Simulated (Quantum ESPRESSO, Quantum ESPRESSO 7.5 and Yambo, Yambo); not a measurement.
# Quasiparticle gap of BAs (F-43m) in Yambo

Wanted: ground state, empty states, screening and self-energy for BAs (F-43m).

Calculated with Quantum ESPRESSO 7.5 and Yambo 5.3.0; PBE and many-body steps on it, plane waves.

**Experimental background.**

- Gap 2.02 eV: indirect gap from square root of absorption coefficient, average of three samples; transmission and reflection spectroscopy; 300 K; bulk crystal (CVT-grown platelets about 10 um thick) (“Optical properties of cubic boron arsenide”, 2019, arxiv:1911.04914).

- Gap 4.12 eV: direct gap from square of absorption coefficient, average of two samples; spectroscopic ellipsometry; 300 K; bulk crystal (CVT-grown opaque bulk crystals) (“Optical properties of cubic boron arsenide”, 2019, arxiv:1911.04914).

- Gap 1.82 eV: indirect optical gap from absorption edge; UV-visible absorption; 300 K; bulk crystal (single crystal grown by chemical vapor transport) (“Basic Physical Properties of Cubic Boron Arsenide”, 2019, arxiv:1911.11281).

Report form: the programs' logs are mostly left out.

## (1) The structure

It takes space group F-43m (No. 216, cubic). The conventional cell has a = 4.777 Å, b = 4.777 Å, c = 4.777 Å, α = 90.00°, β = 90.00°, γ = 90.00°. Nearest to B lie 4 As at 2.07 Å. As has 4 B at 2.07 Å nearest. Farther neighbours are not listed.

The cell and positions come from the Crystallography Open Database and are kept as given unless a step says otherwise.

## (2) Ground state

This step: Quantum ESPRESSO 7.5; DFT, PBE, plane waves, norm-conserving pseudopotentials.

The ground-state density comes first.

Input file pw.in:

```
&control
  calculation = 'scf'
  prefix = 'x'
  outdir = 'o'
  pseudo_dir = 'pseudo'
/
&system
  ibrav = 0
  nat = 2
  ntyp = 2
  ecutwfc = 100.0
  nbnd = 18
  force_symmorphic = .true.
/
&electrons
  conv_thr = 1e-10
  electron_maxstep = 80
  mixing_beta = 0.5
/
ATOMIC_SPECIES
  B 10.81 B.upf
  As 74.922 As.upf
CELL_PARAMETERS angstrom
  -0.0000000000 2.3885000000 2.3885000000
  2.3885000000 -0.0000000000 2.3885000000
  2.3885000000 2.3885000000 -0.0000000000
ATOMIC_POSITIONS crystal
  B 0.0000000000 0.0000000000 0.0000000000
  As 0.2500000000 0.2500000000 0.2500000000
K_POINTS automatic
  8 8 8 0 0 0
```

Started as:

```sh
OMP_NUM_THREADS=1 mpirun -n 4 pw.x -nk 4 -in pw.in > pw.out
```

Wall time 11 s (4 MPI ranks of Arm Neoverse V1, shared host); peak memory 0.26 GiB.

Numbers from this step:

```yaml
total_energy: -8386.4857 eV
gap: 1.207 eV
k_of_the_valence_top: 0, 0, 0
k_of_the_conduction_bottom: 0, 0.375, 0.375
least_direct_gap: 3.289 eV
```

The gap is indirect, with the least direct gap 2.08 eV higher.

## (3) Bands along the symmetry lines

Levels along a band path, at the cheap level, show where the edges lie and whether the meshes to come will hold them.

Input file pw.in:

```
&control
  calculation = 'bands'
  prefix = 'x'
  outdir = 'o'
  pseudo_dir = 'pseudo'
/
&system
  ibrav = 0
  nat = 2
  ntyp = 2
  ecutwfc = 100.0
  nbnd = 19
  force_symmorphic = .true.
/
&electrons
  conv_thr = 1e-9
  electron_maxstep = 80
  diago_full_acc = .true.
  diago_thr_init = 5e-6
/
ATOMIC_SPECIES
  B 10.81 B.upf
  As 74.922 As.upf
CELL_PARAMETERS angstrom
  -0.0000000000 2.3885000000 2.3885000000
  2.3885000000 -0.0000000000 2.3885000000
  2.3885000000 2.3885000000 -0.0000000000
ATOMIC_POSITIONS crystal
  B 0.0000000000 0.0000000000 0.0000000000
  As 0.2500000000 0.2500000000 0.2500000000
K_POINTS crystal
  50
  0.00000000 0.00000000 0.00000000 1
  -0.06250000 -0.06250000 0.00000000 1
  -0.12500000 -0.12500000 0.00000000 1
  -0.18750000 -0.18750000 0.00000000 1
  -0.25000000 -0.25000000 0.00000000 1
  -0.31250000 -0.31250000 0.00000000 1
  -0.37500000 -0.37500000 0.00000000 1
  -0.43750000 -0.43750000 0.00000000 1
  -0.50000000 -0.50000000 0.00000000 1
  -0.48437500 -0.48437500 0.03125000 1
  -0.46875000 -0.46875000 0.06250000 1
  -0.45312500 -0.45312500 0.09375000 1
  -0.43750000 -0.43750000 0.12500000 1
  -0.42187500 -0.42187500 0.15625000 1
  -0.40625000 -0.40625000 0.18750000 1
  -0.39062500 -0.39062500 0.21875000 1
  -0.37500000 -0.37500000 0.25000000 1
  -0.37500000 0.00000000 0.37500000 1
  -0.32812500 0.00000000 0.32812500 1
  -0.28125000 0.00000000 0.28125000 1
  -0.23437500 0.00000000 0.23437500 1
  -0.18750000 0.00000000 0.18750000 1
  -0.14062500 0.00000000 0.14062500 1
  -0.09375000 0.00000000 0.09375000 1
  -0.04687500 0.00000000 0.04687500 1
  0.00000000 0.00000000 0.00000000 1
  0.00000000 0.00000000 0.06250000 1
  0.00000000 0.00000000 0.12500000 1
  0.00000000 0.00000000 0.18750000 1
  0.00000000 0.00000000 0.25000000 1
  0.00000000 0.00000000 0.31250000 1
  0.00000000 0.00000000 0.37500000 1
  0.00000000 0.00000000 0.43750000 1
  -0.00000000 -0.00000000 0.50000000 1
  -0.06250000 -0.03125000 0.46875000 1
  -0.12500000 -0.06250000 0.43750000 1
  -0.18750000 -0.09375000 0.40625000 1
  -0.25000000 -0.12500000 0.37500000 1
  -0.31250000 -0.15625000 0.34375000 1
  -0.37500000 -0.18750000 0.31250000 1
  -0.43750000 -0.21875000 0.28125000 1
  -0.50000000 -0.25000000 0.25000000 1
  -0.50000000 -0.28125000 0.21875000 1
  -0.50000000 -0.31250000 0.18750000 1
  -0.50000000 -0.34375000 0.15625000 1
  -0.50000000 -0.37500000 0.12500000 1
  -0.50000000 -0.40625000 0.09375000 1
  -0.50000000 -0.43750000 0.06250000 1
  -0.50000000 -0.46875000 0.03125000 1
  -0.50000000 -0.50000000 0.00000000 1
```

Elapsed: 4.3 s, on 4 MPI ranks; peak memory 0.21 GiB.

This step gave:

- gap: 1.207 eV
- k of the valence top: 0, 0, 0
- k of the conduction bottom: -0.375, -0.375, 0
- least direct gap: 3.289 eV

The gap is 1.207 eV, as in the run before at this level.

The electronic bands at the labelled points (eV, zero at the top of the highest filled band):

| point | band 10 | band 11 | band 12 | band 13 | band 14 | band 15 | band 16 | band 17 |
| --- | --- | --- | --- | --- | --- | --- | --- | --- |
| Γ | -15.40 | 0.00 | 0.00 | 0.00 | 3.29 | 3.29 | 3.29 | 4.69 |
| halfway | -14.05 | -4.09 | -2.70 | -2.70 | 1.67 | 4.55 | 7.41 | 7.41 |
| X | -11.22 | -8.51 | -4.07 | -4.07 | 1.45 | 1.46 | 11.39 | 11.39 |
| halfway | -11.19 | -8.41 | -4.90 | -3.92 | 1.61 | 2.81 | 10.72 | 10.82 |
| U | -11.26 | -8.13 | -5.94 | -3.48 | 2.06 | 5.56 | 9.24 | 9.78 |
| jump to K | -11.26 | -8.13 | -5.94 | -3.48 | 2.06 | 5.56 | 9.24 | 9.78 |
| halfway | -13.91 | -5.13 | -3.78 | -1.13 | 3.99 | 4.92 | 5.80 | 7.01 |
| Γ | -15.40 | 0.00 | 0.00 | 0.00 | 3.29 | 3.29 | 3.29 | 4.69 |
| halfway | -14.40 | -4.93 | -1.15 | -1.15 | 3.08 | 4.67 | 4.67 | 7.91 |
| L | -12.53 | -8.77 | -1.82 | -1.82 | 2.70 | 4.80 | 4.80 | 8.90 |
| halfway | -11.96 | -8.28 | -4.55 | -3.07 | 3.98 | 4.79 | 7.48 | 9.06 |
| W | -11.06 | -8.05 | -5.48 | -5.19 | 5.27 | 5.95 | 6.83 | 7.06 |
| halfway | -11.14 | -8.31 | -4.81 | -4.69 | 2.90 | 3.02 | 9.72 | 10.01 |
| X | -11.22 | -8.51 | -4.07 | -4.07 | 1.45 | 1.46 | 11.39 | 11.39 |

## (4) Empty states on the mesh, 4×4×4 mesh, 126 bands

The sums over transitions need many empty states on a uniform mesh; this step solves for them.

Input file pw.in:

```
&control
  calculation = 'nscf'
  prefix = 'x'
  outdir = 'o'
  pseudo_dir = 'pseudo'
/
&system
  ibrav = 0
  nat = 2
  ntyp = 2
  ecutwfc = 100.0
  nbnd = 126
  force_symmorphic = .true.
/
&electrons
  conv_thr = 1e-9
  electron_maxstep = 80
  diago_full_acc = .true.
  diago_thr_init = 5e-6
/
ATOMIC_SPECIES
  B 10.81 B.upf
  As 74.922 As.upf
CELL_PARAMETERS angstrom
  -0.0000000000 2.3885000000 2.3885000000
  2.3885000000 -0.0000000000 2.3885000000
  2.3885000000 2.3885000000 -0.0000000000
ATOMIC_POSITIONS crystal
  B 0.0000000000 0.0000000000 0.0000000000
  As 0.2500000000 0.2500000000 0.2500000000
K_POINTS automatic
  4 4 4 0 0 0
```

Elapsed: 7.7 s, on 4 MPI ranks; peak memory 0.33 GiB.

Numbers from this step:

```yaml
gap: 1.451 eV
k_of_the_valence_top: 0, 0, 0
k_of_the_conduction_bottom: 0, -0.5, -0.5
least_direct_gap: 3.289 eV
k_points_computed: 8
lowest_point_of_the_top_converged_band_above_the_valence_top: 133.3210 eV
```

On this mesh the gap is 1.451 eV. The earlier step found 1.207 eV, so this mesh misses an edge.

## (5) Conversion and set-up

This step: Yambo 5.3.0; conversion and set-up on PBE, plane waves, norm-conserving pseudopotentials.

The states are converted to the many-body program's format and the q mesh is built.

Started as:

```sh
(cd o/x.save; p2y > p2y.log; mv SAVE ../..); yambo > setup.log
```

Run time: 2.5 s. Hardware: 1 MPI rank; peak memory 0.24 GiB.

## (6) Screening and self-energy, 4×4×4 mesh, 126 bands, screening to 210.9 eV

Now the one-shot GW correction: screening in the RPA, then the self-energy of the levels asked for.

This step: G0W0 on PBE, plane waves, norm-conserving pseudopotentials.

Input file gw1.in:

```
HF_and_locXC
gw0
dyson
ppa
em1d
rim_cut
RandQpts= 1000000
RandGvec= 1 RL
EXXRLvcs= 100 Ry
VXCRLvcs= 400 Ry
Chimod= "HARTREE"
% BndsRnXp
 1 | 126 |
%
NGsBlkXp= 15.5 Ry
% LongDrXp
 1 | 1 | 1 |
%
% GbndRnge
 1 | 126 |
%
DysSolver= "n"
ExtendOut
PPAPntXp= 27.21138 eV
% QPkrange
 1 | 8 | 10 | 17 |
%
```

Started as:

```sh
OMP_NUM_THREADS=1 mpirun -n 4 yambo -F gw1.in -J gw1 -C gw1 > gw1.log
```

Wall time 5.5 min (4 MPI ranks); peak memory 1.6 GiB.

This step gave:

* G0W0 gap on the mesh: 1.977 eV
* starting gap on the mesh: 1.451 eV
* k of the valence top: 0, 0, 0
* k of the conduction bottom: 0, -0.5, -0.5
* least direct G0W0 gap on the computed points: 4.129 eV
* Z at the valence top: 0.8055
* Z at the conduction bottom: 0.8156

The gap on the mesh goes from 1.45 eV to 1.98 eV, a correction of +0.53 eV. The start differs from the 1.21 eV found before because the two sample other k points.

Limits: finite bands, cutoff and mesh; no spin-orbit coupling; coarse k mesh. v1 is the top filled band, c1 the lowest empty one. The levels before and after the correction (eV, zero at the valence-band top of each column):

|  | conduction bottom | valence top |
| --- | --- | --- |
| Kohn-Sham | 1.45 | 0.00 |
| G0W0 | 1.98 | 0.00 |

|  | level | energy (eV) |
| --- | --- | --- |
| Kohn-Sham | Γ v3-v1 | 0.000 |
| Kohn-Sham | Γ c1-c3 | 3.289 |
| Kohn-Sham | (0 -0.5 -0.5) v3 | -8.514 |
| Kohn-Sham | (0 -0.5 -0.5) v2-v1 | -4.074 |
| Kohn-Sham | (0 -0.5 -0.5) c1 | 1.451 |
| Kohn-Sham | (0 -0.5 -0.5) c2 | 1.459 |
| Kohn-Sham | (0 -0.5 -0.5) c3 | 11.393 |
| G0W0 | Γ v3-v1 | 0.000 |
| G0W0 | Γ c1-c3 | 4.129 |
| G0W0 | (0 -0.5 -0.5) v3 | -9.038 |
| G0W0 | (0 -0.5 -0.5) v2-v1 | -4.303 |
| G0W0 | (0 -0.5 -0.5) c1 | 1.977 |
| G0W0 | (0 -0.5 -0.5) c2 | 2.064 |
| G0W0 | (0 -0.5 -0.5) c3 | 12.353 |

## (7) Where the time went

Times are wall times on the hardware named with each run, good to a factor of about two.

| step | time | share | memory (GiB) |
| --- | --- | --- | --- |
| ground state | 11 s | 3 % | 0.26 |
| bands along the symmetry lines | 4.3 s | 1 % | 0.21 |
| empty states on the mesh | 7.7 s | 2 % | 0.33 |
| conversion and set-up | 2.5 s | 1 % | 0.24 |
| screening and self-energy | 5.5 min | 93 % | 1.6 |

## (8) Outcome

| Item | Value |
| --- | --- |
| PBE gap | 1.21 eV, indirect |
| G0W0 gap on the mesh | 1.98 eV |
| G0W0 gap over the zone (rigid shift) | 1.73 eV |
| GW settings | 4×4×4 mesh, 126 bands, screening to 210.9 eV, Godby-Needs plasmon pole |
| known limits | not at the basis limit; no spin-orbit coupling; coarse k mesh |

In words: G0W0 moves the gap on the mesh from 1.45 eV to 1.98 eV (+0.53 eV), with Z of 0.81 and 0.82 at the edges. The mesh misses the band edges by 0.24 eV in all; a rigid shift gives 1.73 eV for the zone. The dearest step here is «screening and self-energy». Against experiment, by G0W0@PBE: the gap of 1.73 eV lies −0.29 eV from the measured 2.02 eV (indirect, 300 K, 2019); the direct gap of 4.13 eV lies +0.01 eV from the measured 4.12 eV (direct, 300 K, 2019); the gap of 1.73 eV lies −0.09 eV from the measured 1.82 eV (indirect, 300 K, 2019). An exciton line or allowed optical edge lies below the quasiparticle gap by the binding energy; a forbidden edge can push the onset above it. The calculation has static nuclei and no excitons; a measured gap holds zero-point and thermal motion, which mostly lowers it. Bands and cutoff are finite, so the gap is not at the basis limit. The miss can reach some tenths of an eV and take either sign; the mesh is an error of its own. A denser mesh or path gives a starting gap of 1.21 eV: the GW mesh misses a band edge, so its gaps are not the fundamental one. The 4×4×4 mesh is coarse for this cell, which bears on the long-range parts of exchange and screening. The many-body steps are scalar-relativistic: spin-orbit coupling is not in them.

[Paths, hosts, dates, memory and timing lines, banners, echoed tables and standing remarks are left out of the program output.]

[Logs are printed without paths, hosts, clocks, repeated set-up lines and the standing remarks that a program may print on its own settings, such as how far it seeks lower states.]

[Runs of the session that timed out or met a known fault of the program may be left out.]

[Hosts, paths, dates, database ids (printed as entryN), source tags and the programs' standing remarks are cut or masked in the printed files.]
